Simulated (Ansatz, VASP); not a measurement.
Na in VASP and in Ansatz

File INCAR:

```
SYSTEM = Na
PREC = Accurate
ENCUT = 520
EDIFF = 1E-7
ISMEAR = 0
SIGMA = 0.15
LREAL = .False.
LASPH = .True.
NELM = 100
ALGO = Normal
ISIF = 2
LWAVE = .False.
LCHARG = .True.
GGA = PS
LELF = .True.
LVHAR = .True.
NBANDS = 10
```

Contents of KPOINTS:

```
Automatic mesh
0
Gamma
  16 16 16
  0 0 0
```

File POSCAR:

```
Na
1.0
   -1.8635719553      1.8635719553      2.6120919067
    1.8635719553     -1.8635719553      2.6120919067
    1.8635719553      1.8635719553     -2.6120919067
Na
1
Direct
    0.0000000000      0.0000000000      0.0000000000
```

Input for Ansatz:

```yaml
crystal:
  lattice:
    - [-1.8635719553, 1.8635719553, 2.6120919067]
    - [1.8635719553, -1.8635719553, 2.6120919067]
    - [1.8635719553, 1.8635719553, -2.6120919067]
  atoms:
    - { symbol: Na, position: [0.0, 0.0, 0.0] }
basis:
  ecutwfc: 520.0
kpoints:
  mp_grid: { grid: [16, 16, 16] }
hamiltonian:
  xc: pbesol
scf:
  occupations: { method: gaussian, width: 0.15 }
output:
  forces: true
  stress: true
  eigenvalues: true
```

This isn't the form of Na at room conditions, which is bcc.

Alike in both runs: task single point; functional PBEsol; k mesh 16 × 16 × 16; occupations gaussian, width 0.15 eV; no spin polarisation.

```csv
,VASP,Ansatz
version,VASP 6.6.1,Ansatz 0.2.0
potentials or method,"VASP PAW PBE potentials, release 64 (Na_pv)","scalar-relativistic, plane waves, PAW"
plane-wave cutoff (eV),520,520
valence electrons in the cell,7,9
```

|  | VASP | Ansatz | Ansatz less VASP |
| --- | --- | --- | --- |
| gap on the k mesh at the Fermi level (eV) | none | none | - |
| pressure (GPa) | 0.0 | 0.0 | 0.00 |

A gap of «none» marks a metal or a gap that the smearing closes. The two sets of potentials don't hold the same shells in valence.

Caveats: the PAW data sets were made with another functional, which shifts forces and pressure a little (VASP).
